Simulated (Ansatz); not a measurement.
# Rh: which structure wins, scalar-relativistic, part 2 of 2

Which of fcc, bcc, hcp is lowest for Rh, scalar-relativistic? The runs shown use PAW and LAPW.

Ansatz 0.2.0; DFT PBE; a cell built from a prototype (fcc type), not taken from measurement. The steps go on from the part before.

## Step 5: Bcc relaxed, LAPW

The input, input.yaml:

```yaml
crystal:
  lattice:
    - [-1.5352343137, 1.5352343137, 1.5352343137]
    - [1.5352343137, -1.5352343137, 1.5352343137]
    - [1.5352343137, 1.5352343137, -1.5352343137]
  atoms:
    - { symbol: Rh, position: [0.0, 0.0, 0.0] }
kpoints:
  mp_grid: { grid: [19, 19, 19] }
scf:
  occupations: { method: fermi_dirac, width: 0.05 }
hamiltonian:
  xc: pbe
  pseudopotentials: { kind: all_electron, lapw: { basis_error: 0.0005 } }
output:
  forces: true
  stress: true
  eigenvalues: true
  populations: true
relax:
  f_tol: 0.005
  max_steps: 25
  cell: {}
```

Run with:

```sh
$ ansatz run input.yaml --threads 1 --pin off --max-ram 3072MiB --backend cpu --events-out ev --progress --plain --runs-dir out
```

Log, cut to the lines that bear on the results:

```text
[...]
Rh: projections on atomic orbitals take those of the free atom 1s2 2s2 2p6 3s2 3p6 3d10 4s2 4p6 4d8 5s1, of charge +0.00 (hamiltonian.pseudopotentials.projection_atoms)
LAPW: plane waves up to 9.236 Å⁻¹, error target 5.0e-4 eV per atom; small_component_spin mean_spin; Rh in spheres of 1.290 Å, 33 of its electrons in bands, Dirac shells []
[...]
Pseudopotentials: kind: all_electron
Pseudopotential: Rh, LAPW, valence charge 33, Koelling and Harmon's equation, gaussian nucleus
Functional definition: PBE
[...]
Crystal: 1 atoms, lattice volume = 14.474 Å³
Basis set: ecut = 325.03839242193834 eV, 201 PW (Γ), exchange–correlation at level 2
Bands: 21, of which v1, the nominal top of the filled ones, is band 17 counted from 1 (16 counted from 0)
Symmetry: 48 space group operations
Space group: Im-3m (ITA 229), of the structure as read, at distance tolerance 2.4e-5 Å
k-points: 220 of 6859
[...]
--- Forces (eV/Å), atoms counted from 1 ---
  atom   1  Rh    -0.00000000    -0.00000000    -0.00000000
[...]
--- Stress (GPa, compression-positive) ---
       -0.000230      -0.000000       0.000000
       -0.000000      -0.000230       0.000000
        0.000000       0.000000      -0.000230
  P = ⅓ Tr σ = -0.0002 GPa (-0.002 kbar)
--- Band table (eV; the first three rows and the last of 220) ---
[... band rows left out ...]
[...]
--- Relaxed structure (3 steps of the walk, 3 accepted, 1 SCFs on fresh bases) ---
  F+E_penalty+E_count = -130186.95124700 eV   max|allowed force component| = 0.000e0 eV/Å   (the final SCF, on the basis selected at the relaxed cell)
  cell:  # Å, volume = 14.4697 Å³
    - [-1.535088020879511, 1.535088020879511, 1.535088020879511]
    - [1.535088020879511, -1.535088020879511, 1.535088020879511]
    - [1.535088020879511, 1.535088020879511, -1.535088020879511]
  atoms:
    - { symbol: Rh, position: [0.0, 0.0, 0.0] }
--- Löwdin populations: 1 site ---
  site symbol       q [e]
     0     Rh     44.9124
  spilling = 0.001946 (of n_electrons = 45.000000)
```

Wall time 63 s (1 thread of Arm Neoverse V1, shared host); peak memory 0.47 GiB.

Relaxation path:

| step | energy from step 1 (eV/cell) | largest force component (eV/Å) | pressure (GPa) | volume (Å³) |
| --- | --- | --- | --- | --- |
| 1 | 0.0000 | 0.0000 | -0.07 | 14.47 |
| 2 | 0.0000 | 0.0000 | 0.06 | 14.47 |
| 3 | 0.0000 | 0.0000 | 0.00 | 14.47 |
| 4 | 0.0000 | 0.0000 | 0.00 | 14.47 |

Step 1 is the start. Step 4 repeats the geometry before on a plane-wave basis chosen anew for that cell, so the energy can jump there without any move; the table keeps such jumps.

| input's cell | before | after | change |
| --- | --- | --- | --- |
| a (Å) | 2.659 | 2.659 | -0.0 % |
| b (Å) | 2.659 | 2.659 | -0.0 % |
| c (Å) | 2.659 | 2.659 | -0.0 % |
| volume (Å³/atom) | 14.47 | 14.47 | -0.0 % |

This run gives: pressure 0.00 GPa; no gap.

## Step 6: Hcp relaxed, PAW

The input, input.yaml:

```yaml
crystal:
  lattice:
    - [2.7157318845, 0.0, 0.0]
    - [-1.3578659422, 2.3518928018, 0.0]
    - [0.0, 0.0, 4.3994856529]
  atoms:
    - { symbol: Rh, position: [0.3333333333, 0.6666666667, 0.25] }
    - { symbol: Rh, position: [0.6666666667, 0.3333333333, 0.75] }
kpoints:
  mp_grid: { grid: [17, 17, 10] }
scf:
  occupations: { method: fermi_dirac, width: 0.05 }
hamiltonian:
  xc: pbe
  pseudopotentials: { kind: paw }
output:
  forces: true
  stress: true
relax:
  f_tol: 0.005
  max_steps: 40
  cell: {}
```

Run with:

```sh
$ ansatz run input.yaml --threads 1 --pin off --max-ram 3072MiB --backend cpu --events-out ev --progress --plain --runs-dir out
```

Log, cut to the lines that bear on the results:

```text
[...]
[... 3 set-up lines as earlier in the session ...]
[...]
Crystal: 2 atoms, lattice volume = 28.100 Å³
Basis set: ecut = 420 eV, 549 PW (Γ), exchange–correlation on 40×40×60 points (8 copies of the dense FFT grid, shifted against one another)
Bands: 21, of which v1, the nominal top of the filled ones, is band 17 counted from 1 (16 counted from 0)
Symmetry: 24 space group operations
Space group: P63/mmc (ITA 194), of the structure as read, at distance tolerance 3.0e-5 Å
k-points: 198 of 2890
[...]
SCF iter   1: F=—  HF=-12805.709692 eV  |F-HF|=—  |Δ(HF+E_count)|=         —  Δρ=7.53e-3  dr2=2.58e-3  ethr=1.77e-3  ⟨swp⟩=4.9  Hψ=16460  notcnv=0
[...]
Entropy (-TS):   -0.028520 eV (-14.260 meV/atom)
Fermi energy:    21.773305 eV
[...]
--- Forces (eV/Å), atoms counted from 1 ---
  atom   1  Rh     0.00000000     0.00000000     0.00000000
  atom   2  Rh    -0.00000000    -0.00000000     0.00000000
[...]
--- Stress (GPa, compression-positive) ---
        0.006876       0.000000       0.000000
        0.000000       0.006876       0.000000
        0.000000       0.000000      -0.022949
  P = ⅓ Tr σ = -0.0031 GPa (-0.031 kbar)
--- Relaxed structure (4 steps of the walk, 4 accepted, 1 SCFs on fresh bases) ---
  F+E_penalty+E_count = -12805.71356108 eV   max|allowed force component| = 2.082e-17 eV/Å   (the final SCF, on the basis selected at the relaxed cell)
  cell:  # Å, volume = 28.2057 Å³
    - [2.724032456117241, -2.895582001589337e-11, 0.0]
    - [-1.3620162280335442, 2.3590813077453276, 0.0]
    - [0.0, 0.0, 4.389163238170875]
  atoms:
    - { symbol: Rh, position: [0.3333333333333334, 0.6666666666666667, 0.25] }
    - { symbol: Rh, position: [0.6666666666666669, 0.33333333333333337, 0.7499999999999999] }
```

Run time: 23 s. Hardware: 1 thread of Arm Neoverse V1, shared host; peak memory 0.37 GiB.

Relaxation path:

```
step  energy from step 1 (eV/cell)  largest force component (eV/Å)  pressure (GPa)  volume (Å³)
   1                        0.0000                          0.0000            0.94        28.10
   2                       -0.0003                          0.0000           -0.85        28.30
   3                       -0.0006                          0.0000           -0.07        28.21
   4                       -0.0007                          0.0000            0.00        28.21
   5                       -0.0007                          0.0000            0.00        28.21
```

Step 1 is the start. Step 5 repeats the geometry before on a plane-wave basis chosen anew for that cell, so the energy can jump there without any move; the table keeps such jumps.

| input's cell | before | after | change |
| --- | --- | --- | --- |
| a (Å) | 2.716 | 2.724 | +0.3 % |
| b (Å) | 2.716 | 2.724 | +0.3 % |
| c (Å) | 4.399 | 4.389 | -0.2 % |
| volume (Å³/atom) | 14.05 | 14.10 | +0.4 % |

## Step 7: Hcp relaxed, LAPW

The input, input.yaml:

```yaml
crystal:
  lattice:
    - [2.7240324561, 0.0, 0.0]
    - [-1.362016228, 2.3590813078, 0.0]
    - [0.0, 0.0, 4.3891632382]
  atoms:
    - { symbol: Rh, position: [0.3333333333, 0.6666666667, 0.25] }
    - { symbol: Rh, position: [0.6666666667, 0.3333333333, 0.75] }
kpoints:
  mp_grid: { grid: [17, 17, 10] }
scf:
  occupations: { method: fermi_dirac, width: 0.05 }
hamiltonian:
  xc: pbe
  pseudopotentials: { kind: all_electron, lapw: { basis_error: 0.0005 } }
output:
  forces: true
  stress: true
  eigenvalues: true
  populations: true
relax:
  f_tol: 0.005
  max_steps: 25
  cell: {}
```

Run with:

```sh
$ ansatz run input.yaml --threads 1 --pin off --max-ram 3072MiB --backend cpu --events-out ev --progress --plain --runs-dir out
```

Log, cut to the lines that bear on the results:

```text
[...]
Rh: projections on atomic orbitals take those of the free atom 1s2 2s2 2p6 3s2 3p6 3d10 4s2 4p6 4d8 5s1, of charge +0.00 (hamiltonian.pseudopotentials.projection_atoms)
LAPW: plane waves up to 9.086 Å⁻¹, error target 5.0e-4 eV per atom; small_component_spin mean_spin; Rh in spheres of 1.309 Å, 27 of its electrons in bands, Dirac shells []
[...]
[... 3 set-up lines as earlier in the session ...]
[...]
Crystal: 2 atoms, lattice volume = 28.206 Å³
Basis set: ecut = 314.5423182281433 eV, 373 PW (Γ), exchange–correlation at level 2
Bands: 33, of which v1, the nominal top of the filled ones, is band 27 counted from 1 (26 counted from 0)
[... 2 set-up lines as earlier in the session ...]
k-points: 198 of 2890
[...]
--- Stress (GPa, compression-positive) ---
        0.034472       0.000000       0.000000
        0.000000       0.034472       0.000000
        0.000000       0.000000       0.033689
  P = ⅓ Tr σ = 0.0342 GPa (0.342 kbar)
--- Band table (eV; the first three rows and the last of 198) ---
[...]
--- Relaxed structure (2 steps of the walk, 2 accepted, 1 SCFs on fresh bases) ---
  F+E_penalty+E_count = -260374.53129569 eV   max|allowed force component| = 4.163e-17 eV/Å   (the final SCF, on the basis selected at the relaxed cell)
  cell:  # Å, volume = 28.1977 Å³
    - [2.723955408569449, -2.8866716824592536e-11, 0.0]
    - [-1.3619777042597254, 2.359014582611596, 0.0]
    - [0.0, 0.0, 4.388168729108227]
  atoms:
    - { symbol: Rh, position: [0.33333333333333337, 0.6666666666666665, 0.25] }
    - { symbol: Rh, position: [0.6666666666666667, 0.33333333333333326, 0.75] }
--- Löwdin populations: 2 sites ---
  site symbol       q [e]
     0     Rh     44.9068
     1     Rh     44.9068
  spilling = 0.002071 (of n_electrons = 90.000000)
```

Run time: 2 min. Hardware: 1 thread of Arm Neoverse V1, shared host; peak memory 0.73 GiB.

Step by step:

```
step  energy from step 1 (eV/cell)  largest force component (eV/Å)  pressure (GPa)  volume (Å³)
   1                        0.0000                          0.0000           -0.04        28.21
   2                        0.0000                          0.0000            0.03        28.20
   3                        0.0000                          0.0000            0.03        28.20
```

Step 1 is the start. Step 3 repeats the geometry before on a plane-wave basis chosen anew for that cell, so the energy can jump there without any move; the table keeps such jumps.

| input's cell | before | after | change |
| --- | --- | --- | --- |
| a (Å) | 2.724 | 2.724 | -0.0 % |
| b (Å) | 2.724 | 2.724 | -0.0 % |
| c (Å) | 4.389 | 4.388 | -0.0 % |
| volume (Å³/atom) | 14.10 | 14.10 | -0.0 % |

This run gives: pressure 0.03 GPa; no gap.

## Step 8: All runs together

Free energy per atom, from each method's lowest phase:

```
method  start  space group, start → end  volume (Å³/atom)  pressure (GPa)  free energy (meV/atom)
  LAPW    fcc             Fm-3m → Fm-3m            14.045             0.0                     0.0
  LAPW    bcc             Im-3m → Im-3m            14.470             0.0                   352.0
  LAPW    hcp       P6_3/mmc → P6_3/mmc            14.099             0.0                    37.6
   PAW    fcc             Fm-3m → Fm-3m            14.045             0.0                     0.0
   PAW    bcc             Im-3m → Im-3m            14.474             0.0                   351.6
   PAW    hcp       P6_3/mmc → P6_3/mmc            14.103             0.0                    37.6
```

## Step 9: What came out

The summary covers parts 1 to 2.

| quantity | value |
| --- | --- |
| lowest (LAPW) | fcc, 37.6 meV/atom under hcp |
| lowest (PAW) | fcc, 37.6 meV/atom under hcp |

By LAPW the order is fcc < hcp < bcc. By PAW the order is fcc < hcp < bcc. The methods agree on the lowest phase. Only these structures were tried, with electrons smeared by 0.05 eV and without vibrations, so the true ground state may be another. The k meshes differ between phases and weren't tested, which can move differences by some meV.
